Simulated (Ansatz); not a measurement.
AlNi: two-dimensional strain map

Computed with DFT PBEsol, scalar-relativistic, plane waves, PAW (Ansatz 0.2.0). The runs took a 420 eV cutoff, a Γ-centred 20×20×20 mesh and Gaussian smearing (0.15 eV). No spin polarisation. A magnetic state may lie lower. Energies are free energies at this smearing, counted from the undisturbed cell; pressure is positive in compression.

The undisturbed cell (relaxed at this level; it needn't be the usual structure):

```yaml
crystal:
  lattice:
    - [2.02133, -2.02135, 0.00000]
    - [2.02133, 2.02135, 0.00000]
    - [0.00000, 0.00000, 2.86941]
  atoms:
    - { symbol: Al, position: [0.00000, 0.00000, 0.00000] }
    - { symbol: Ni, position: [0.50000, 0.50000, 0.50000] }
```

The cell is strained by p along both x and y and by q along z, fractional coordinates fixed. Points are written (p, q).

p was sampled at -0.030, -0.015, 0.000, 0.015, 0.030 and q at -0.030, -0.015, 0.000, 0.015, 0.030.

Where on the computed points is the energy highest, and how high?

At (-0.030, -0.030): 56.9 meV/atom.

Away from (0, 0), which computed point is lowest?

(0.000, -0.015): 1.7 meV/atom.

The map, in meV/atom:

```csv
p \ q,-0.030,-0.015,0.000,0.015,0.030
-0.030,56.9,39.7,27.0,18.3,13.3
-0.015,24.8,13.5,6.6,3.5,3.9
0.000,7.5,1.7,0.0,2.0,7.2
0.015,3.5,2.6,5.7,12.1,21.7
0.030,11.4,14.9,22.2,32.8,46.4
```